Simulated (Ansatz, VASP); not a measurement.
# Two plane-wave programs on Na

```
CELL_PARAMETERS angstrom
-2.11750 2.11750 2.11750
2.11750 -2.11750 2.11750
2.11750 2.11750 -2.11750
ATOMIC_POSITIONS crystal
Na 0.00000 0.00000 0.00000
```

Alike in both runs: task single point; functional LDA; k mesh 18 × 18 × 18; occupations gaussian, width 0.15 eV; no spin polarisation.

|  | VASP | Ansatz |
| --- | --- | --- |
| version | VASP 6.6.1 | Ansatz 0.2.0 |
| potentials or method | VASP PAW LDA potentials, release 64 (Na_pv) | scalar-relativistic, plane waves, PAW |
| plane-wave cutoff (eV) | 520 | 420 |
| valence electrons in the cell | 7 | 9 |

|  | VASP | Ansatz | Ansatz less VASP |
| --- | --- | --- | --- |
| gap on the k mesh at the Fermi level (eV) | none | none | - |
| pressure (GPa) | -1.0 | -0.9 | +0.02 |

A gap of «none» marks a metal or a gap that the smearing closes. The two sets of potentials don't hold the same shells in valence.
